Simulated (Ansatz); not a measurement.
The system is TiSi2.

```
CELL_PARAMETERS angstrom
1.76511 -6.75928 0.00000
1.76511 6.75928 0.00000
0.00000 0.00000 3.56517
ATOMIC_POSITIONS crystal
Ti 0.10312 0.89688 0.25000
Ti 0.89688 0.10312 0.75000
Si 0.75031 0.24969 0.25000
Si 0.24969 0.75031 0.75000
Si 0.44175 0.55825 0.25000
Si 0.55825 0.44175 0.75000
```

The cell comes from a database or a generator and needn't be the stable form of this composition.

Program: Ansatz 0.2.0. Alike in all runs: potentials or basis Ansatz PAW; no spin polarisation; cell as given; smearing fermi-dirac 0.05 eV.

Problem. Order these runs on this cell by their pressure, lowest first.
A. level LDA; k mesh 8 × 8 × 8; cutoff (eV) 420; points for each segment of the path 14
B. level PBE; k mesh 8 × 8 × 8; cutoff (eV) 420; points for each segment of the path 14
C. level r2SCAN; k mesh 8 × 8 × 8; cutoff (eV) 500; points for each segment of the path 14
D. level PBEsol; k mesh 8 × 8 × 6; cutoff (eV) 420

Solution. A (-5.4 GPa), D (-2.2 GPa), C (-0.2 GPa), B (1.9 GPa).

Caveats: the PAW data sets come from PBE, with cores solved anew for the run's functional, which leaves a small shift of forces and pressure (some runs).
